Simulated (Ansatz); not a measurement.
# Zinc-blende ZnTe

These are PBE in Ansatz (plane waves, PAW) values and carry that method's errors.

Numerical settings: plane-wave cutoff 520 eV, 10×10×10 k mesh, perturbation theory, scalar-relativistic PAW data made under PBE.

Cell: measured lattice: a = 6.0890 Å, b = 6.0890 Å, c = 6.0890 Å, α = 90.00°, β = 90.00°, γ = 90.00°.

```json
{
 "TO(Γ) frequency": "182 cm⁻¹"
}
```

Measured, for comparison: zone-centre TO phonon frequency 177 ± 2 cm⁻¹ (room temperature, no zero-point or thermal correction, neutron, our sources range from 175 to 177; as tabulated in Vagelatos et al., J. Chem. Phys. (1974)). Computed (rounded) less measured: zone-centre TO phonon frequency +3 % (+3 % to +4 % over the range).

Note: the cell isn't this level's own, so it is under some stress, which shifts stiffness and frequencies.

Spin–orbit coupling is not included.

Cost on a shared machine: around 9 core-minutes (rough).

Ansatz is a first-principles code.
